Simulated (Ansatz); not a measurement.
**Zone-centre phonons of LiBr at 15 GPa: input and output**

The calculation used DFT PBEsol, scalar-relativistic, plane waves, PAW in Ansatz 0.2.0.

Launched with:
```bash
ansatz run input.yaml --threads 1 --pin off --max-ram 1228MiB --backend cpu --events-out ev --progress --plain --runs-dir out
```

Input (bare energies are in eV):
```yaml
crystal:
  lattice:
    - [0.0, 2.4636898997, 2.4636898997]
    - [2.4636898997, 0.0, 2.4636898997]
    - [2.4636898997, 2.4636898997, 0.0]
  atoms:
    - { symbol: Li, position: [0.0, 0.0, 0.0] }
    - { symbol: Br, position: [0.5, 0.5, 0.5] }
basis:
  ecutwfc: 420
kpoints:
  mp_grid: { grid: [8, 8, 8] }
hamiltonian:
  xc: pbesol
scf:
  occupations: { method: fixed }
output:
  eigenvalues: true
phonons:
  method: dfpt
  dielectric: true
  rigid_motions: translations
  eigenvectors: true
```

Results section of the output:
```
--- Phonons (Γ-DFPT): 2 representative perturbations + reference, on 59 of 512 k-points (Σ response iterations 7) ---
  k mesh reduced under 8 symmetry operations, with k and −k counted as one. Each operation leaves every solved perturbation unchanged. A smaller set is not considered because the run solves the response ...
  ASR residual: 1.650e-4 → 0.000e0 eV/Å²; symmetrization residual: 9.589e-8 eV/Å²
  ASR residual per site (eV/Å²): 8.48e-6 1.65e-4
  Γ frequencies (cm⁻¹): 0.00 0.00 0.00 350.48 350.48 350.48
  ε∞ (high-frequency dielectric tensor):
        4.177268    -0.000000     0.000000
       -0.000000     4.177268    -0.000000
        0.000000    -0.000000     4.177268
  ε⁰ (static dielectric tensor: ions relaxed, cell fixed):
        6.892923    -0.000000     0.000000
       -0.000000     6.892923    -0.000000
        0.000000    -0.000000     6.892923
  ε⁰ − ε∞ (ionic part):
        2.715655     0.000000    -0.000000
        0.000000     2.715655     0.000000
       -0.000000     0.000000     2.715655
  softest optical mode at Γ: 350.48 cm⁻¹; the repairs (sum rule, projections) moved no ω² at Γ by more than (0.76 cm⁻¹)²
  Born effective charges Z* (e; rows j = field, columns β = displacement):
    site 0:
         1.13784   -0.00000   -0.00000
         0.00000    1.13784    0.00000
         0.00000    0.00000    1.13784
    site 1:
        -1.13784    0.00000    0.00000
        -0.00000   -1.13784   -0.00000
        -0.00000   -0.00000   -1.13784
  Z* charge neutrality: 5.338e-4 e pre-enforcement
  solved inside a basis spanned on kpoints, on 8×8×8 k-points, its susceptibility summed on 12×12×12: ε∞ is read to err by 1.0e-2, Z* by 7.8e-3 e (field_mesh: kpoints solves on kpoints); Z* is corrected for ...
  optical modes at Γ without the LO–TO term, one row a degenerate level:
      ω (cm⁻¹) modes IR ((D/Å)²/amu)
        350.48      3            14.0333
  optical modes at Γ + LO–TO along q̂ = [1.0000, 0.0000, 0.0000]:
      ω (cm⁻¹) modes IR ((D/Å)²/amu)
        350.48      2             9.3555
        450.22      1             4.6778
  optical modes at Γ + LO–TO along q̂ = [0.0000, 1.0000, 0.0000]:
      ω (cm⁻¹) modes IR ((D/Å)²/amu)
        350.48      2             9.3555
        450.22      1             4.6778
  optical modes at Γ + LO–TO along q̂ = [0.0000, 0.0000, 1.0000]:
      ω (cm⁻¹) modes IR ((D/Å)²/amu)
        350.48      2             9.3555
        450.22      1             4.6778
```